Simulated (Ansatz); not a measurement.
Four rocksalt compounds that share partners, relaxed with r2SCAN in the PAW code Ansatz; the fourth is withheld. Spin-unpolarised throughout; all numbers are computed.

```tsv
solid	a (Å)
LiF	3.990
LiBr	5.479
KF	5.318
```

Q: If bond lengths are sums of radii, what lattice constant follows for KBr?

A: a(KBr) ≈ a(LiBr) + a(KF) − a(LiF) = 5.479 + 5.318 − 3.990 = 6.807 Å. The relaxed cell has 6.604 Å, -3.0 % from the sum: fixed radii fail here.

Q: How much does a change of partner add, in either pair?

A: LiF → LiBr: +1.489 Å, and KF → KBr: +1.286 Å; LiF → KF: +1.328 Å, and LiBr → KBr: +1.125 Å. Fixed radii would make each pair equal; they differ by 0.203 Å.
